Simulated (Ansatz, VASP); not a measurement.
# One calculation of Si2Mo, two programs

File INCAR:

```
PREC = Accurate
ENCUT = 520
EDIFF = 1E-7
ISMEAR = 0
SIGMA = 0.1
LREAL = False
LASPH = True
NELM = 60
ALGO = Normal
ISIF = 2
LWAVE = False
LCHARG = False
GGA = PE
IVDW = 12
NBANDS = 43
```

KPOINTS

```
regular mesh
0
Gamma
  6 6 4
```

The input POSCAR:

```
Si2Mo
1.0
    4.5854715600      0.0000000000      0.0000000000
   -2.2927357800      3.9711348600      0.0000000000
    0.0000000000      0.0000000000      6.5797601000
Si Mo
6 3
Direct
    0.1638729800      0.8361270200      0.8333333300
    0.3277459600      0.1638729800      0.1666666700
    0.8361270200      0.6722540400      0.5000000000
    0.8361270200      0.1638729800      0.8333333300
    0.6722540400      0.8361270200      0.1666666700
    0.1638729800      0.3277459600      0.5000000000
    0.5000000000      0.0000000000      0.5000000000
    0.0000000000      0.5000000000      0.1666666700
    0.5000000000      0.5000000000      0.8333333300
```

Input for Ansatz:

```yaml
crystal:
  lattice:
    - [4.58547156, 0.0, 0.0]
    - [-2.29273578, 3.97113486, 0.0]
    - [0.0, 0.0, 6.5797601]
  atoms:
    - { symbol: Si, position: [0.16387298, 0.83612702, 0.83333333] }
    - { symbol: Si, position: [0.32774596, 0.16387298, 0.16666667] }
    - { symbol: Si, position: [0.83612702, 0.67225404, 0.5] }
    - { symbol: Si, position: [0.83612702, 0.16387298, 0.83333333] }
    - { symbol: Si, position: [0.67225404, 0.83612702, 0.16666667] }
    - { symbol: Si, position: [0.16387298, 0.32774596, 0.5] }
    - { symbol: Mo, position: [0.5, 0.0, 0.5] }
    - { symbol: Mo, position: [0.0, 0.5, 0.16666667] }
    - { symbol: Mo, position: [0.5, 0.5, 0.83333333] }
basis:
  ecutwfc: 420
kpoints:
  mp_grid: { grid: [6, 6, 4] }
hamiltonian:
  xc: pbe
  dispersion: d3bj
  pseudopotentials: { kind: paw, azcp: { folder: soft_1 } }
scf:
  occupations: { method: gaussian, width: 0.1 }
output:
  forces: true
  stress: true
  eigenvalues: true
```

Measurements of this composition are mostly on another form, of space group No. 139.

Alike in both runs: task single point; functional PBE; dispersion D3(BJ); k mesh 6 × 6 × 4; occupations gaussian, width 0.1 eV; no spin polarisation.

|  | VASP | Ansatz |
| --- | --- | --- |
| version | VASP 6.6.1 | Ansatz 0.2.0 |
| potentials or method | VASP PAW PBE potentials, release 64 (Si, Mo_sv) | scalar-relativistic, plane waves, PAW |
| plane-wave cutoff (eV) | 520 | 420 |
| valence electrons in the cell | 66 | 66 |

Ansatz gave:

- gap on the k mesh at the Fermi level (eV): 0.05
- least direct gap on the mesh (eV): 0.54
- pressure (GPa): -3.7
- largest component of the traceless stress (GPa): 0.10
- rms of the force components (eV/Å): 0.005

Question: Estimate VASP's values.

Answer: gap on the k mesh at the Fermi level (eV): 0.05; least direct gap on the mesh (eV): 0.54; pressure (GPa): -3.6; largest component of the traceless stress (GPa): 0.12; rms of the force components (eV/Å): 0.003.

Atom by atom the forces differ by 0.002 eV/Å (rms over components).
